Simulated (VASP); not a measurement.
# ZnS: single point with PBEsol

**Measured values to compare with.**

A printed reference work, monograph reports, for a bulk crystal of ZnS at 4 K: band gap 3.911 eV (direct).

The system is ZnS.

```
CELL_PARAMETERS angstrom
3.78158 0.00000 0.00000
-1.89079 3.27494 0.00000
0.00000 0.00000 6.20896
ATOMIC_POSITIONS crystal
Zn 0.33333 0.66667 0.00544
Zn 0.66667 0.33333 0.50544
S 0.33333 0.66667 0.37956
S 0.66667 0.33333 0.87956
```

| Item | Value |
| --- | --- |
| Program | VASP 6.6.1 |
| Task | single point |
| Functional | PBEsol |
| Potentials or basis | VASP PAW PBE potentials, release 64 (Zn, S) |
| Cutoff | 520 eV |
| k mesh | 8 × 8 × 4 |
| Occupations | gaussian, width 0.01 eV |
| Spin | no spin polarisation |
| Dipole correction | no |
| Further INCAR settings | ALGO = Fast; EDIFF = 1e-06; NBANDS = 26 |

```json
{
  "Pressure": "0.1 GPa",
  "Band gap on the k mesh": "2.16 eV, direct"
}
```

Levels at points of the mesh, in eV from the valence-band top:
```
           k point  band 15  band 16  band 17  band 18  band 19  band 20  band 21  band 22
(0.00, 0.00, 0.00)    -0.94    -0.09     0.00     0.00     2.16     3.03     6.21     6.21
(0.50, 0.00, 0.00)    -3.43    -2.35    -1.80    -0.93     3.52     4.20     4.96     6.80
(0.00, 0.00, 0.50)    -0.49    -0.49    -0.49    -0.49     3.51     3.51     6.67     6.67
(0.50, 0.00, 0.50)    -1.72    -1.72    -1.69    -1.69     3.41     3.41     5.10     5.10
```

Wall time 28 s on 1 thread of Intel(R) Xeon(R) 6975P-C (Granite Rapids), on a shared host, peak memory 0.21 GiB.

Measured gap of ZnS: 3.911 eV (direct; 4 K; a printed reference work, monograph). This calculation gives 2.16 eV (-1.75 eV). The value is that of PBEsol, without temperature or zero-point motion. Semilocal functionals fall short of measured gaps as a rule.

Caveat: the PAW data sets were made with another functional, which shifts forces and pressure a little.
